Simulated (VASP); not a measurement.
Wanted: the native input for a VASP 6.6.1 run.

| Item | Value |
| --- | --- |
| Task | relaxation of cell and atoms |
| Functional | PBEsol |
| Potentials or basis | VASP PAW PBE potentials, release 64 (Al, N) |
| Cutoff | 600 eV |
| k mesh | 9 × 9 × 7 |
| Occupations | gaussian, width 0.01 eV |
| Spin | no spin polarisation |
| Target pressure | 10 GPa |
| Dipole correction | no |
| Further INCAR settings | ALGO = Normal; EDIFF = 1e-06; IBRION = 2; EDIFFG = -0.01; NSW = 70; ISIF = 8 |
| Target pressure | 10 GPa |

The structure of AlN lies in POSCAR:

```
AlN
1.0
    1.9236251998     -1.9236251998      0.0000000000
    1.9236251998      1.9236251998      0.0000000000
    0.0000000000      0.0000000000      4.6167004795
Al N
2 2
Direct
    0.0000000000      0.0000000000      0.0000000000
    0.5066666667      0.4933333333      0.5000000000
    0.0000000000      0.0000000000      0.4920000000
    0.5066666667      0.4933333333      0.9920000000
```

The cell was built by a generator and needn't be a form met in nature.

These files were run (other wordings do the same):

INCAR

```
ALGO = Normal
EDIFF = 1E-6
EDIFFG = -0.01
ENCUT = 600
GGA = PS
IBRION = 2
ISIF = 8
ISMEAR = 0
LASPH = T
LCHARG = F
LREAL = F
LWAVE = F
NELM = 80
NSW = 70
PREC = Accurate
PSTRESS = 100.0
SIGMA = 0.01
```

KPOINTS

```
k-points
0
Gamma
  9 9 7
```

Potentials or basis: VASP PAW PBE potentials, release 64 (Al, N).

Command:

```sh
$ cat potpaw_PBE.64/Al/POTCAR potpaw_PBE.64/N/POTCAR > POTCAR
$ mpirun -np 1 vasp_std > vasp.out
```

Results of the run:

```yaml
Relaxed_volume: 8.48 Å³/atom
Relaxed_cell: a = 2.714 Å, b = 2.714 Å, c = 4.605 Å, α = 90.00°, β = 90.00°, γ = 90.00°
Space_group_after_relaxing_to_0.05_Å: I4mm (No. 107)
Energy_change_on_relaxing_the_enthalpy_is_what_falls: -32.6 meV/atom
Ionic_steps: 25
Pressure_after_relaxing: 10.0 GPa
Largest_force_after_relaxing: 0.006 eV/Å
Band_gap_on_the_k_mesh: 4.39 eV
```

Caveat: the cell is relaxed towards a set pressure, so the enthalpy falls and the energy may rise; the PAW data sets were made with another functional, which shifts forces and pressure a little; an odd mesh through Γ misses points on the zone boundary, where band edges often lie.

Wall time 7 min on 1 thread of Intel(R) Xeon(R) Platinum 8488C (Sapphire Rapids) (shared host), peak memory 0.19 GiB.
